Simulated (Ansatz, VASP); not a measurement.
## Two plane-wave programs on Pt

```
Pt
1.0
     2.70796    0.00000    0.00000
    -1.35398    2.34516    0.00000
     0.00000    0.00000    4.67816
Pt
2
Cartesian
  1.3540 0.7817 3.5086
  0.0000 1.5634 1.1695
```

This isn't the form of Pt at room conditions, which is fcc.

Alike in both runs: task single point; functional LDA; k mesh 12 × 12 × 8; occupations gaussian, width 0.15 eV; no spin polarisation.

|  | VASP | Ansatz |
| --- | --- | --- |
| version | VASP 6.6.1 | Ansatz 0.2.0 |
| potentials or method | VASP PAW LDA potentials, release 64 (Pt) | scalar-relativistic, plane waves, PAW |
| plane-wave cutoff (eV) | 520 | 420 |
| valence electrons in the cell | 20 | 36 |

```csv
,VASP,Ansatz,Ansatz less VASP
gap on the k mesh at the Fermi level (eV),none,none,-
pressure (GPa),0.9,0.2,-0.75
largest component of the traceless stress (GPa),0.55,0.15,-0.391
```

A gap of «none» marks a metal or a gap that the smearing closes. The two sets of potentials don't hold the same shells in valence.

Spin-orbit coupling is left out, which matters for the levels of Pt.
